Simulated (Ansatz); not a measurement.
Runs of Ansatz 0.2.0 on Si2Ni. Symmetry: Fm-3m, No. 225, cubic system. The conventional cell has a = 5.406 Å, b = 5.406 Å, c = 5.406 Å, α = 90.00°, β = 90.00°, γ = 90.00°. Around Ni (site symmetry m-3m) lie 8 Si at 2.34 Å. Around Si (site symmetry -43m) lie 4 Ni at 2.34 Å. 

```tsv
task	level	cell	cutoff (eV)	smearing	gap on the mesh (eV)	pressure (GPa)	moment (μB)	relaxed volume (Å³/atom)
relaxation of cell and atoms	PBEsol+D4	relaxed	-	fermi-dirac 0.05 eV	-	0.0	0.00	(a)
single point	PBE	as given	269	gaussian 0.026 eV	none	4.0	0.00	-
relaxation of cell and atoms	PBEsol+D3(BJ)	relaxed	-	fermi-dirac 0.05 eV	-	0.0	0.00	12.69
single point	PBE	as given	269	gaussian 0.016 eV	none	4.0	0.00	-
```

Alike in all rows: potentials or basis all-electron LAPW, scalar-relativistic; spin collinear, ferromagnetic start; k mesh 9 × 9 × 9; basis error allowed 0.002 eV/atom.

Problem. Fill in the values left out.

Solution. (a) 12.84.

Caveats: the starting moments weren't kept.

A gap of «none» marks a metal or a gap under the smearing width.
